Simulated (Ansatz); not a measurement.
Ba, hcp: geometry optimisation

Level of theory: DFT, PBE, plane waves (420 eV) with PAW, scalar-relativistic in Ansatz.

k-point mesh 8×8×5, Fermi-Dirac smearing 0.1 eV, no spin polarisation. Cell and atoms relax.

Starting structure:

```cif
data_structure
_symmetry_space_group_name_H-M 'P 1'
_symmetry_Int_Tables_number 1
_cell_length_a 4.4545
_cell_length_b 4.4545
_cell_length_c 7.2742
_cell_angle_alpha 90.000
_cell_angle_beta 90.000
_cell_angle_gamma 120.000
_cell_volume 125.00
loop_
_atom_site_label
_atom_site_type_symbol
_atom_site_fract_x
_atom_site_fract_y
_atom_site_fract_z
_atom_site_occupancy
Ba1 Ba 0.33333 0.66667 0.25000 1
Ba2 Ba 0.66667 0.33333 0.75000 1
```

Problem. The pressure at the start is 0.2 GPa. By how much does the volume change?

Solution. From 62.50 to 63.74 Å³ per atom, 2.0 %. The final cell has a = 4.478 Å, c = 7.339 Å (c/a = 1.639).

Problem. How much energy does the relaxation gain?

Solution. 0.7 meV per atom.

Path of the relaxation (the plane waves are chosen anew near the end, which can shift the energy a little):

```csv
step,E − E(final) (meV/atom),V (Å³/atom),P (GPa),max force (eV/Å)
0,0.66,62.500,0.16,0.000
1,0.36,62.820,0.12,0.000
2,0.01,63.738,0.00,0.000
3,0.00,63.738,0.00,0.000
```
